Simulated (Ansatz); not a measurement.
**Co: changes ranked by their effect on the pressure**

```
CELL_PARAMETERS angstrom
2.51900 0.00000 0.00000
-1.25950 2.18152 0.00000
0.00000 0.00000 4.09100
ATOMIC_POSITIONS crystal
Co 0.33333 0.66667 0.25000
Co 0.66667 0.33333 0.75000
```

Atom numbers follow the list: Co1, Co2.

The geometry is COD entry 9011615, unchecked; take it as a test cell. It differs from other determinations.

All numbers below come from DFT, PBE, all-electron LAPW, scalar-relativistic (Ansatz 0.2.0).

Settings: a Γ-centred 19×19×10 k mesh, Fermi–Dirac smearing of 0.05 eV, basis error target 0.5 meV/atom, spin-polarised from start moments Co1 2, Co2 2 μB.

In this reference run the pressure is -6.7 GPa (positive in compression). Each change below is made alone, on the same k mesh, with fractional coordinates held unless an atom is moved; x, y and z are the Cartesian axes.

Task: Order the changes by the shift of the pressure, most negative first.
A. no spin polarisation
B. spin-orbit coupling on
C. volume scaled by 1.01
D. volume scaled by 1.03
E. functional pbesol
F. volume scaled by 0.99

Result: A (-10.8 GPa), E (-9.4 GPa), D (-4.9 GPa), C (-1.7 GPa), B (0.0 GPa), F (+1.8 GPa).
